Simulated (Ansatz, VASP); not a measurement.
**Two plane-wave programs on As**

```xyz
2
Lattice="0.0000 2.8589 2.8589 2.8589 0.0000 2.8589 2.8589 2.8589 0.0000" Properties=species:S:1:pos:R:3 pbc="T T T"
As    0.7147    0.7147    0.7147
As    5.0030    5.0030    5.0030
```

Alike in both runs: task single point; functional LDA; k mesh 10 × 10 × 10; occupations fermi-dirac, width 0.1 eV; no spin polarisation.

```csv
,VASP,Ansatz
version,VASP 6.6.1,Ansatz 0.2.0
potentials or method,"VASP PAW LDA potentials, release 64 (As)","plane waves (420 eV) with PAW, scalar-relativistic"
plane-wave cutoff (eV),520,420
valence electrons in the cell,10,30
```

|  | VASP | Ansatz | Ansatz less VASP |
| --- | --- | --- | --- |
| pressure (GPa) | 9.0 | 8.5 | -0.46 |

The two sets of potentials don't hold the same shells in valence. Ansatz warned: «pseudo_functional_mismatch».
